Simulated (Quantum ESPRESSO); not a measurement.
# Na (P-1) in Quantum ESPRESSO: settings compared

Aim: see how the results for Na move with the level of theory and the settings. Levels: BLYP+D3(BJ), PBEsol, PBE. Tasks: single point.

Everything below comes from runs of Quantum ESPRESSO 7.5. Logs are shortened: lines on timing, memory, paths and dates and some standing lists are left out, and cuts for length are marked.

### 1 Starting point

The typed cell holds 1 atom: a = 7.283 Å, b = 7.666 Å, c = 6.325 Å, α = 108.46°, β = 89.31°, γ = 83.80°.

### 2 Single point, BLYP+D3(BJ)

Input file pw.in:

```
&CONTROL
  calculation = 'scf'
  prefix = 'pwscf'
  outdir = './tmp'
  pseudo_dir = './pseudo'
  tprnfor = .true.
  tstress = .true.
  disk_io = 'nowf'
/
&SYSTEM
  ibrav = 0
  nat = 1
  ntyp = 1
  ecutwfc = 45
  ecutrho = 360
  nbnd = 10
  input_dft = 'blyp'
  occupations = 'smearing'
  smearing = 'fd'
  degauss = 0.00734986
  vdw_corr = 'grimme-d3'
  dftd3_version = 4
/
&ELECTRONS
  conv_thr = 2d-10
  electron_maxstep = 120
  mixing_beta = 0.5
/
ATOMIC_SPECIES
Na    22.9898 na_pbe_v1.5.uspp.F.UPF
CELL_PARAMETERS angstrom
   7.2712220700    0.4115639900    0.0750096200
   0.4115639900    7.5730519500   -1.1146624800
   0.0750096200   -1.1146624800    6.2257545700
ATOMIC_POSITIONS angstrom
Na     0.0000000000    0.0000000000    0.0000000000
K_POINTS automatic
4 4 5 0 0 0
```

Potentials or basis: GBRV 1.5 PBE.

Started as:

```bash
$ OMP_NUM_THREADS=1 pw.x -in pw.in > pw.out
```

pw.out:

```text
This program is part of the open-source Quantum ESPRESSO suite
     for quantum simulation of materials; please cite
         "P. Giannozzi et al., J. Phys.:Condens. Matter 21 395502 (2009);
         "P. Giannozzi et al., J. Phys.:Condens. Matter 29 465901 (2017);
         "P. Giannozzi et al., J. Chem. Phys. 152 154105 (2020);
     in publications or presentations arising from this work. More details at

     IMPORTANT: XC functional enforced from input :
     Exchange-correlation= BLYP
                           (   1   3   1   3   0   0   0)
     Any further DFT definition will be discarded
     Please, verify this is what you really want

     Message from routine setup:
     using ibrav=0 with symmetry is DISCOURAGED, use correct ibrav instead

     G-vector sticks info
     --------------------
     sticks:   dense  smooth     PW     G-vecs:    dense   smooth      PW
     Sum        5673    2845    799               258905    91533   13615

     Using Slab Decomposition

     bravais-lattice index     =            0
     lattice parameter (alat)  =      13.7633  a.u.
     unit-cell volume          =    2244.6515 (a.u.)^3
     number of atoms/cell      =            1
     number of atomic types    =            1
     number of electrons       =         9.00
     number of Kohn-Sham states=           10
     kinetic-energy cutoff     =      45.0000  Ry
     charge density cutoff     =     360.0000  Ry
     scf convergence threshold =      2.0E-10
     mixing beta               =       0.5000
     number of iterations used =            8  plain     mixing
     Exchange-correlation= BLYP
                           (   1   3   1   3   0   0   0)

     celldm(1)=  13.763341  celldm(2)=   0.000000  celldm(3)=   0.000000
     celldm(4)=   0.000000  celldm(5)=   0.000000  celldm(6)=   0.000000

     crystal axes: (cart. coord. in units of alat)
               a(1) = (   0.998349   0.056508   0.010299 )
               a(2) = (   0.056508   1.039791  -0.153045 )
               a(3) = (   0.010299  -0.153045   0.854805 )

     reciprocal axes: (cart. coord. in units 2 pi/alat)
               b(1) = (  1.005165 -0.057936 -0.022483 )
               b(2) = ( -0.057936  0.991101  0.178145 )
               b(3) = ( -0.022483  0.178145  1.202024 )

     PseudoPot. # 1 for Na read from file:
     na_pbe_v1.5.uspp.F.UPF
     Pseudo is Ultrasoft, Zval =  9.0
     Generated by new atomic code, or converted to UPF format
     Using radial grid of  819 points,  5 beta functions with:
                l(1) =   0
                l(2) =   0
                l(3) =   1
                l(4) =   1
                l(5) =   2
     Q(r) pseudized with  8 coefficients,  rinner =    1.250   1.250   1.250
                                                       1.250   1.250

     atomic species   valence    mass     pseudopotential
     Na                9.00    22.98980     Na( 1.00)

      2 Sym. Ops., with inversion, found

   Cartesian axes

     site n.     atom                  positions (alat units)
         1        Na     tau(   1) = (   0.0000000   0.0000000   0.0000000  )

     --------------------------------------------
     DFT-D3 Dispersion Correction (3-body terms):
     --------------------------------------------
       Reference C6 values for interpolation:

         atom   Coordination number   C6
         Na         0.000          3216.06
         Na         0.968           372.21

       Values used:

         atom   Coordination number  R0_AB[au]  C6      C8
         Na         0.005            3.504   3111.48 404867.67

         Molecular C6 ( Ry / a.u.^6 ) =      3111.48

     number of k points=    42  Fermi-Dirac smearing, width (Ry)=  0.0073
                       cart. coord. in units 2pi/alat
        k(    1) = (   0.0000000   0.0000000   0.0000000), wk =   0.0250000
        k(    2) = (  -0.0044967   0.0356291   0.2404048), wk =   0.0500000
        k(    3) = (  -0.0089933   0.0712581   0.4808095), wk =   0.0500000
        k(    4) = (  -0.0144840   0.2477754   0.0445363), wk =   0.0500000
        k(    5) = (  -0.0189806   0.2834044   0.2849411), wk =   0.0500000
        k(    6) = (  -0.0234773   0.3190335   0.5253459), wk =   0.0500000
[... 34 lines left out ...]
        k(   41) = (  -0.4781112  -0.4309537   0.1625738), wk =   0.0500000
        k(   42) = (  -0.4826079  -0.3953247   0.4029785), wk =   0.0500000

     Dense  grid:   258905 G-vectors     FFT dimensions: (  90,  90,  75)

     Smooth grid:    91533 G-vectors     FFT dimensions: (  60,  64,  54)

     Initial potential from superposition of free atoms

     starting charge       8.9937, renormalised to       9.0000

     negative rho (up, down):  5.308E-05 0.000E+00
     Starting wfcs are    5 randomized atomic wfcs +    5 random wfcs

     Self-consistent Calculation

     iteration #  1     ecut=    45.00 Ry     beta= 0.50
     Davidson diagonalization with overlap
     ethr =  1.00E-02,  avg # of iterations =  8.0

     Threshold (ethr) on eigenvalues was too large:
     Diagonalizing with lowered threshold

     Davidson diagonalization with overlap
     c_bands:  1 eigenvalues not converged
     c_bands:  1 eigenvalues not converged
     c_bands:  1 eigenvalues not converged
     ethr =  6.05E-06,  avg # of iterations = 12.9

     total energy              =     -95.27115237 Ry
     estimated scf accuracy    <       0.00051320 Ry

     iteration #  2     ecut=    45.00 Ry     beta= 0.50
     Davidson diagonalization with overlap
     c_bands:  1 eigenvalues not converged
     ethr =  5.70E-06,  avg # of iterations =  7.9

     total energy              =     -95.27156258 Ry
     estimated scf accuracy    <       0.00004319 Ry

     iteration #  3     ecut=    45.00 Ry     beta= 0.50
     Davidson diagonalization with overlap
     ethr =  4.80E-07,  avg # of iterations =  8.1

     total energy              =     -95.27250349 Ry
     estimated scf accuracy    <       0.00003816 Ry

     iteration #  4     ecut=    45.00 Ry     beta= 0.50
     Davidson diagonalization with overlap
     ethr =  4.24E-07,  avg # of iterations =  7.0

     total energy              =     -95.27325144 Ry
     estimated scf accuracy    <       0.00000321 Ry
[... 47 lines left out ...]
     total energy              =     -95.27369823 Ry
     estimated scf accuracy    <       0.00000002 Ry

     iteration # 12     ecut=    45.00 Ry     beta= 0.50
     Davidson diagonalization with overlap
     ethr =  1.42E-10,  avg # of iterations =  3.0

     total energy              =     -95.27369836 Ry
     estimated scf accuracy    <          2.8E-10 Ry

     iteration # 13     ecut=    45.00 Ry     beta= 0.50
     Davidson diagonalization with overlap
     c_bands:  1 eigenvalues not converged
     ethr =  3.09E-12,  avg # of iterations =  4.4

     total energy              =     -95.27369815 Ry
     estimated scf accuracy    <          4.9E-10 Ry

     iteration # 14     ecut=    45.00 Ry     beta= 0.50
     Davidson diagonalization with overlap
     ethr =  3.09E-12,  avg # of iterations =  4.2

     End of self-consistent calculation

          k = 0.0000 0.0000 0.0000 ( 11463 PWs)   bands (ev):

   -56.0198 -27.9679 -27.9675 -27.9632  -2.3860   0.5811   0.6839   1.2354
     1.4415   1.7090

          k =-0.0045 0.0356 0.2404 ( 11450 PWs)   bands (ev):

   -56.0198 -27.9679 -27.9675 -27.9632  -2.2636   0.4077   0.6510   0.7760
     1.4931   1.8839

          k =-0.0090 0.0713 0.4808 ( 11463 PWs)   bands (ev):

   -56.0198 -27.9679 -27.9675 -27.9632  -1.9848  -0.3876   0.6382   1.0196
     1.5672   2.0508

          k =-0.0145 0.2478 0.0445 ( 11462 PWs)   bands (ev):

   -56.0198 -27.9679 -27.9675 -27.9632  -2.3029  -0.0998   0.7155   1.3709
     1.5899   2.2371

          k =-0.0190 0.2834 0.2849 ( 11428 PWs)   bands (ev):

   -56.0198 -27.9679 -27.9675 -27.9632  -2.1533  -0.1728   0.4038   0.8471
     1.8094   2.6206

          k =-0.0235 0.3190 0.5253 ( 11439 PWs)   bands (ev):

   -56.0198 -27.9679 -27.9675 -27.9632  -1.9087  -0.3791   0.0868   1.0739
     2.1519   2.2446

          k =-0.0055 0.1765-0.4363 ( 11450 PWs)   bands (ev):

   -56.0198 -27.9679 -27.9675 -27.9632  -1.9795  -0.2735   0.4739   1.0246
     1.5646   1.9966

          k =-0.0100 0.2121-0.1959 ( 11443 PWs)   bands (ev):

   -56.0198 -27.9679 -27.9675 -27.9632  -2.2280   0.2128   0.5993   0.7955
     1.6298   2.0082

          k = 0.0290-0.4956-0.0891 ( 11432 PWs)   bands (ev):

   -56.0198 -27.9679 -27.9675 -27.9632  -2.2009  -0.5070   0.7936   1.3160
     1.7333   2.1327

          k = 0.0245-0.4599 0.1513 ( 11444 PWs)   bands (ev):

   -56.0198 -27.9679 -27.9675 -27.9632  -2.1074  -0.3397   0.4527   0.8848
     1.8673   2.4942

          k = 0.0200-0.4243 0.3917 ( 11422 PWs)   bands (ev):

   -56.0198 -27.9679 -27.9675 -27.9632  -1.9008  -0.3541   0.1770   1.0830
     1.4634   2.1753
[... 28 lines left out ...]
   -56.0198 -27.9679 -27.9675 -27.9632  -2.2283   0.0007   0.1176   1.4492
     1.7020   2.3423

          k = 0.2323 0.2689 0.2793 ( 11421 PWs)   bands (ev):

   -56.0198 -27.9679 -27.9675 -27.9632  -2.0824  -0.0385   0.2438   0.5110
     1.6944   2.4888

          k = 0.2278 0.3045 0.5197 ( 11447 PWs)   bands (ev):

   -56.0198 -27.9679 -27.9675 -27.9632  -1.8372  -0.2833   0.2141   0.4862
     1.7589   2.0112

          k = 0.2458 0.1620-0.4419 ( 11442 PWs)   bands (ev):

   -56.0198 -27.9679 -27.9675 -27.9632  -1.9005  -0.1868   0.3674   0.5787
     1.7541   1.8836

          k = 0.2413 0.1977-0.2015 ( 11440 PWs)   bands (ev):

   -56.0198 -27.9679 -27.9675 -27.9632  -2.1493   0.0981   0.3755   0.6831
     1.9335   2.1797

          k = 0.2803-0.5100-0.0947 ( 11443 PWs)   bands (ev):

   -56.0198 -27.9679 -27.9675 -27.9632  -2.1235  -0.3889   0.1399   1.3901
     1.5091   2.2306

          k = 0.2758-0.4744 0.1457 ( 11442 PWs)   bands (ev):

   -56.0198 -27.9679 -27.9675 -27.9632  -2.0266  -0.2410   0.2133   0.5416
     1.7710   2.5851

          k = 0.2713-0.4388 0.3861 ( 11435 PWs)   bands (ev):

   -56.0198 -27.9679 -27.9675 -27.9632  -1.8216  -0.2538   0.2445   0.4415
     1.6398   1.7824
[... 53 lines left out ...]
   -56.0198 -27.9679 -27.9675 -27.9632  -2.1178  -0.4067   0.1482   1.4963
     1.5269   2.4967

          k =-0.5216 0.3124 0.2962 ( 11440 PWs)   bands (ev):

   -56.0198 -27.9679 -27.9675 -27.9632  -1.9767  -0.2303   0.1003   0.6158
     1.3801   2.1397

          k =-0.5261 0.3480 0.5366 ( 11446 PWs)   bands (ev):

   -56.0198 -27.9679 -27.9675 -27.9632  -1.7413  -0.1506   0.0649   0.3518
     1.2822   1.6632

          k =-0.5081 0.2055-0.4250 ( 11456 PWs)   bands (ev):

   -56.0198 -27.9679 -27.9675 -27.9632  -1.8005  -0.0588  -0.0501   0.6730
     1.4604   1.8913

          k =-0.5126 0.2411-0.1846 ( 11447 PWs)   bands (ev):

   -56.0198 -27.9679 -27.9675 -27.9632  -2.0405  -0.3377   0.4360   0.7811
     1.8735   2.2205

          k =-0.4736-0.4666-0.0778 ( 11430 PWs)   bands (ev):

   -56.0198 -27.9679 -27.9675 -27.9632  -2.0302  -0.3199  -0.1428   0.9821
     1.4798   2.4001

          k =-0.4781-0.4310 0.1626 ( 11422 PWs)   bands (ev):

   -56.0198 -27.9679 -27.9675 -27.9632  -1.9365  -0.1953  -0.0182   0.6601
     1.1798   2.1997

          k =-0.4826-0.3953 0.4030 ( 11446 PWs)   bands (ev):

   -56.0198 -27.9679 -27.9675 -27.9632  -1.7323  -0.1271   0.0721   0.4055
     1.3110   1.7337

     the Fermi energy is    -2.0275 ev

!    total energy              =     -95.27369815 Ry
     estimated scf accuracy    <          9.3E-11 Ry
     smearing contrib. (-TS)   =      -0.00715823 Ry
     internal energy E=F+TS    =     -95.26653992 Ry

     The total energy is F=E-TS. E is the sum of the following terms:
     one-electron contribution =    -124.80003717 Ry
     hartree contribution      =      61.23117039 Ry
     xc contribution           =     -14.19944223 Ry
     ewald contribution        =     -17.49137571 Ry
     DFT-D3 Dispersion         =      -0.00685520 Ry

     convergence has been achieved in  14 iterations

     Forces acting on atoms (cartesian axes, Ry/au):

     atom    1 type  1   force =     0.00000000    0.00000000    0.00000000

     Total force =     0.000000     Total SCF correction =     0.000000

     Computing stress (Cartesian axis) and pressure

          total   stress  (Ry/bohr**3)                   (kbar)     P=       -1.68
  -0.00000687  -0.00000045  -0.00000030           -1.01       -0.07       -0.04
  -0.00000045  -0.00000597   0.00000328           -0.07       -0.88        0.48
  -0.00000030   0.00000328  -0.00002148           -0.04        0.48       -3.16

=------------------------------------------------------------------------------=
   JOB DONE.
=------------------------------------------------------------------------------=
```

It took 1.9 min on 1 thread of Intel Xeon Platinum 8488C (Sapphire Rapids), shared host; peak memory 0.67 GiB.

What came out:

- Free energy: -1296.2647 eV
- Pressure: -0.2 GPa
- Band gap on the k mesh: none (metal or under the smearing width)

Stress tensor (GPa, compression positive):
```
-0.10 -0.01  0.00
-0.01 -0.09  0.05
 0.00  0.05 -0.32
```

Levels at points of the mesh, in eV from the Fermi level:
```tsv
k point	band 2	band 3	band 4	band 5	band 6	band 7	band 8	band 9
(0.00, 0.00, 0.00)	-25.94	-25.94	-25.94	-0.36	2.61	2.71	3.26	3.47
(0.00, -0.50, 0.00)	-25.94	-25.94	-25.94	-0.17	1.52	2.82	3.34	3.76
(-0.50, 0.00, 0.00)	-25.94	-25.94	-25.94	-0.16	1.51	2.79	3.61	3.77
(-0.50, -0.50, 0.00)	-25.94	-25.94	-25.94	0.00	1.71	1.88	3.01	3.51
```

Caveat: the potentials were made for another functional, which shifts forces and pressure; pairwise dispersion overbinds metals, which lowers pressure and volume.

### 3 Single point, PBEsol

Input file run.py:

```python
import numpy as np
from ase.calculators.espresso import Espresso, EspressoProfile
from ase.io import read

atoms = read('Na.cif')

input_data = {
    'control': {'calculation': 'scf', 'prefix': 'pwscf', 'outdir': './tmp', 'tprnfor': True, 'tstress': True, 'disk_io': 'nowf'},
    'system': {'ecutwfc': 88.0, 'nbnd': 10, 'input_dft': 'pbesol', 'occupations': 'smearing', 'smearing': 'fd', 'degauss': 0.00999582},
    'electrons': {'conv_thr': 2e-10, 'electron_maxstep': 120, 'mixing_beta': 0.5},
}
pseudopotentials = {'Na': 'Na.upf'}
profile = EspressoProfile(command='pw.x', pseudo_dir='pseudo')
dft = Espresso(profile=profile, input_data=input_data, pseudopotentials=pseudopotentials, kpts=(4, 4, 5), koffset=(0, 0, 0))
atoms.calc = dft

print(f'energy {atoms.get_potential_energy():.8f} eV')
print('forces (eV/A)')
print(np.round(atoms.get_forces(), 6))
print('stress (eV/A^3, Voigt)')
print(np.round(atoms.get_stress(), 8))
print(f'Fermi level {dft.get_fermi_level():.4f} eV')
```

Input file Na.cif:

```cif
data_Na
_cell_length_a 7.28324665
_cell_length_b 7.66570109
_cell_length_c 6.32519714
_cell_angle_alpha 108.45635267
_cell_angle_beta 89.31139867
_cell_angle_gamma 83.80410275
_space_group_name_H-M_alt 'P1'
_space_group_name_Hall 'P 1'
_space_group_IT_number 1
loop_
_space_group_symop_operation_xyz
'x,y,z'
loop_
_atom_site_label
_atom_site_type_symbol
_atom_site_symmetry_multiplicity
_atom_site_Wyckoff_symbol
_atom_site_fract_x
_atom_site_fract_y
_atom_site_fract_z
_atom_site_occupancy
Na1 Na 1 a 0.0000000000 0.0000000000 0.0000000000 1
```

Potentials or basis: PseudoDojo 0.4.1 SR LDA standard.

Started as:

```bash
$ OMP_NUM_THREADS=1 python run.py
```

Wall time 2.6 min (1 thread of Intel Xeon Platinum 8488C (Sapphire Rapids), shared host); peak memory 0.46 GiB.

The run converged. Its results:

| Quantity | Value |
| --- | --- |
| Free energy | -1242.2137 eV |
| Pressure | -0.1 GPa |
| Band gap on the k mesh | none (metal or under the smearing width) |

Stress tensor (GPa, compression positive):
```
-0.07  0.00  0.00
 0.00 -0.08  0.06
 0.00  0.06 -0.22
```

Levels at points of the mesh, in eV from the Fermi level:
| k point | band 3 | band 4 | band 5 | band 6 | band 7 | band 8 |
| --- | --- | --- | --- | --- | --- | --- |
| (0.00, 0.00, 0.00) | -26.25 | -26.25 | -0.44 | 2.47 | 2.56 | 2.98 |
| (0.00, -0.50, 0.00) | -26.25 | -26.25 | -0.20 | 1.22 | 2.69 | 3.24 |
| (-0.50, 0.00, 0.00) | -26.25 | -26.25 | -0.19 | 1.21 | 2.67 | 3.45 |
| (-0.50, -0.50, 0.00) | -26.25 | -26.25 | 0.02 | 1.43 | 1.64 | 2.62 |

Caveat: the potentials were made for another functional, which shifts forces and pressure.

### 4 Single point, PBE

Input file pw.in:

```
&CONTROL
  calculation = 'scf'
  prefix = 'pwscf'
  outdir = './tmp'
  pseudo_dir = './pseudo'
  tprnfor = .true.
  tstress = .true.
  disk_io = 'nowf'
/
&SYSTEM
  ibrav = 0
  nat = 1
  ntyp = 1
  ecutwfc = 88
  nbnd = 10
  input_dft = 'pbe'
  occupations = 'smearing'
  smearing = 'mv'
  degauss = 0.00367493
/
&ELECTRONS
  conv_thr = 2d-10
  electron_maxstep = 120
  mixing_beta = 0.1
/
ATOMIC_SPECIES
Na    22.9898 Na.upf
CELL_PARAMETERS angstrom
   7.2712220700    0.4115639900    0.0750096200
   0.4115639900    7.5730519500   -1.1146624800
   0.0750096200   -1.1146624800    6.2257545700
ATOMIC_POSITIONS crystal
Na     0.0000000000    0.0000000000    0.0000000000
K_POINTS automatic
4 4 5 0 0 0
```

Potentials or basis: PseudoDojo 0.4.1 SR PBEsol standard.

Started as:

```bash
$ OMP_NUM_THREADS=1 pw.x -in pw.in > pw.out
```

It took 3.5 min on 1 thread of Intel Xeon Platinum 8488C (Sapphire Rapids), shared host; peak memory 0.47 GiB.

Results (log left out):

* Free energy: -1243.8578 eV
* Pressure: -0.2 GPa
* Band gap on the k mesh: none (metal or under the smearing width)

Stress tensor (GPa, compression positive):
```
-0.06 -0.01  0.00
-0.01 -0.06  0.05
 0.00  0.05 -0.33
```

Levels at points of the mesh, in eV from the Fermi level:
```csv
k point,band 2,band 3,band 4,band 5,band 6,band 7
"(0.00, 0.00, 0.00)",-26.21,-26.21,-26.20,-0.41,2.53,2.62
"(0.00, -0.50, 0.00)",-26.21,-26.21,-26.20,-0.19,1.32,2.75
"(-0.50, 0.00, 0.00)",-26.21,-26.21,-26.20,-0.18,1.31,2.73
"(-0.50, -0.50, 0.00)",-26.21,-26.21,-26.20,0.01,1.53,1.73
```

Caveat: the potentials were made for another functional, which shifts forces and pressure.

### 5 For comparison

An earlier run on the cell as given: functional PBE; potentials or basis SSSP 1.3 efficiency PBE; cutoff 748 eV; density cutoff 5987 eV; k mesh 4 × 4 × 5; occupations fermi-dirac, width 0.05 eV; no spin polarisation.

- Pressure: -0.1 GPa
- Band gap on the k mesh: none (metal or under the smearing width)

### 6 The runs side by side

| level | potentials or basis | cutoff (eV) | smearing | mixing beta | other keys | gap on the mesh (eV) | pressure (GPa) |
| --- | --- | --- | --- | --- | --- | --- | --- |
| BLYP+D3(BJ) | GBRV 1.5 PBE | 612 | fermi-dirac 0.1 eV | 0.5 | - | none | -0.2 |
| PBEsol | PseudoDojo 0.4.1 SR LDA standard | 1197 | fermi-dirac 0.136 eV | 0.5 | - | none | -0.1 |
| PBE | PseudoDojo 0.4.1 SR PBEsol standard | 1197 | cold 0.05 eV | 0.1 | mixing_beta = 0.1 | none | -0.2 |
| PBE | SSSP 1.3 efficiency PBE | 748 | fermi-dirac 0.05 eV | 0.5 | - | none | -0.1 |

Alike in all rows: task single point; no spin polarisation; cell as given; k mesh 4 × 4 × 5.

Caveats: the potentials were made for another functional, which shifts forces and pressure (some runs); pairwise dispersion overbinds metals, which lowers pressure and volume (some runs).

Absolute energies hang on the potentials; compare differences alone.
